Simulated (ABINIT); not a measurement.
Planning a run of ABINIT 10.8.3 on BN (P6_3mc). The input:

```
acell 3*1.0 Angstrom
rprim 
  2.536000000002 -0.000000000000 0.000000000000
  -1.268000000000 2.196240423999 0.000000000000
  0.000000000000 0.000000000000 4.199000000000
ntypat 2
znucl 5 7
natom 4
typat 1 1 2 2
xred 
  0.666666666667 0.333333333333 0.000000000000
  0.333333333333 0.666666666667 0.500000000000
  0.666666666667 0.333333333333 0.375000000000
  0.333333333333 0.666666666667 0.875000000000
pp_dirpath "pseudos"
pseudos "B.upf, N.upf"
ecut 36
ngkpt 6 6 4
nshiftk 1
shiftk 0 0 0
kptopt 1
chksymbreak 0
istwfk *1
occopt 1
irdwfk 1
optdriver 4
nband 601
gwcalctyp 0
ecutsigx 36
symsigma 1
nkptgw 6
kptgw 
  0.0000000000 0.0000000000 0.0000000000
  0.3333333333 0.3333333333 0.0000000000
  0.1666666667 0.0000000000 0.0000000000
  0.5000000000 0.0000000000 0.0000000000
  0.0000000000 0.0000000000 0.5000000000
  0.5000000000 0.0000000000 0.5000000000
bdgw 
  7 10
  7 11
  7 10
  7 10
  5 10
  7 10
ecuteps 5.5
irdscr 1
ppmodel 1
indata_prefix "in"
outdata_prefix "out"
tmpdata_prefix "tmp"
```

The database entry behind the starting cell has ideal inner coordinates that were not refined, so it need not match the best structure at ambient conditions.

```sh
OMP_NUM_THREADS=1 mpirun -n 8 abinit run.abi > log
```

**Question.** How long will it take on 8 MPI ranks of Arm Neoverse V1, shared host, and how much memory?

It took 40 s; on shared hardware allow 20 s to 81 s. Peak host memory was 2.2 GiB.

[Paths, hosts, dates, memory and timing lines, banners, echoed tables and standing remarks are left out of the program output.]

[Logs are printed without paths, hosts, clocks, repeated set-up lines and the standing remarks that a program may print on its own settings, such as how far it seeks lower states.]

[Runs of the session that timed out or met a known fault of the program may be left out.]

[No measured gap is set beside runs whose start may be inverted or whose files or cutoffs have a known fault.]

[Hosts, paths, dates, database ids (printed as entryN), source tags and the programs' standing remarks are cut or masked in the printed files.]

[G0W0 gaps are taken among the corrected bands and points alone; a level outside them can change the order at an edge.]

[Where Ansatz stands beside ABINIT at settings called matched, ABINIT's density can come from a denser mesh and the files from another edition; pairs whose starting gaps differed by over 0.03 eV were left out, so agreement reads better than it is.]
